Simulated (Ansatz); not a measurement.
Gas-phase electronic energies from Ansatz, PBE0-D4/def2-TZVP geometries. CCSD(T)/CBS is the MP2 limit (def2-TZVPP, def2-QZVPP) plus CCSD(T) − MP2 in def2-TZVPP, frozen cores. DFT in def2-TZVPP. B3LYP here is the variant with VWN-RPA as its local correlation; programs differ in this. def2 core potentials past Kr. For I, Sn outer-core shells are correlated without core-valence functions, which leaves a few kJ/mol of doubt a bond. Each species was taken in one conformer, which may not be the lowest.

Consider the formal exchange of groups at the Sn–C bond: `[CH3][SnH]([F])[I]` + `C=CCC` → `[F][SnH2][I]` + `C=CC(C)C`.

`[CH3][SnH]([F])[I]`:

Z-matrix (Å, degrees):
```
C
Sn 1 2.119
H 1 1.089 2 109.7
H 1 1.090 2 109.2 3 120.7
H 1 1.089 2 108.2 3 -119.7
F 2 1.923 1 105.2 3 177.0
I 2 2.669 1 110.5 3 63.6
H 2 1.702 1 120.3 3 -65.5
```

`C=CCC`:

Z-matrix (Å, degrees):
```
C
C 1 1.492
C 1 1.525 2 112.5
H 1 1.094 2 109.5 3 122.8
H 1 1.097 2 109.0 3 -120.9
C 2 1.325 1 125.3 3 -120.1
H 2 1.090 1 115.8 3 59.0
H 3 1.093 1 111.1 2 -58.0
H 3 1.092 1 111.2 2 -178.0
H 3 1.092 1 110.9 2 61.6
H 6 1.086 2 121.3 1 -0.7
H 6 1.084 2 121.7 1 179.5
```

`[F][SnH2][I]`:

Cartesian coordinates in Å:
```
F 0.075 0.368 1.832
Sn 0.214 -0.052 -0.034
I -2.233 0.255 -1.026
H 1.266 1.113 -0.678
H 0.677 -1.684 -0.093
```

`C=CC(C)C`:

```xyz
15

C    -1.330   -0.712   -1.691
C    -0.998   -0.263   -0.489
C     0.394    0.028   -0.024
C     0.541    1.503    0.338
C     0.758   -0.859    1.163
H    -2.362   -0.902   -1.963
H    -0.577   -0.906   -2.449
H    -1.784   -0.080    0.245
H     1.079   -0.198   -0.850
H     1.557    1.721    0.675
H     0.317    2.145   -0.517
H    -0.144    1.772    1.148
H     0.083   -0.676    2.005
H     1.776   -0.654    1.504
H     0.689   -1.918    0.903
```

```csv
level,ΔE (kJ/mol),difference from CCSD(T)/CBS
PBE0-D4,36.1,-4.6
B3LYP-D4,37.9,-2.8
BLYP,43.1,2.4
PBE0,37.4,-3.3
B3LYP,40.3,-0.4
CAM-B3LYP,35.5,-5.2
MP2/def2-SVP,22.6,-18.1
SCS-MP2/def2-TZVPP,38.2,-2.5
MP2/CBS(def2),44.1,3.4
CCSD/CBS(def2),40.4,-0.3
CCSD(T)/CBS,40.7,0
```

Task: What do rigid-rotor, harmonic-oscillator terms from PBE0-D4/def2-TZVP frequencies (298.15 K, 1 bar) make of the CCSD(T)/CBS value? (An estimate is asked.)

Result: Computed: ΔZPE = -3.3 kJ/mol, ΔH = +35.2 kJ/mol, ΔS = -19 J/(mol·K), ΔG = +40.8 kJ/mol.

Largest T1 diagnostic among the species: 0.012.

Leaving LDA and LC-ωPBE aside and taking each functional with its dispersion term where it has one, the values, not all of them listed here, spread over 10.8 kJ/mol, from B97M-V to B2PLYP. LDA lies −11.5 kJ/mol from PBE without D4. From BLYP to BHLYP (50 % exact exchange), in def2-TZVPP and without D4, ΔE moves by −6.3 kJ/mol.

CCSD(T)/CBS has its own doubt, a few kJ/mol and more with outer-core shells, so smaller differences from it don't rank the levels.
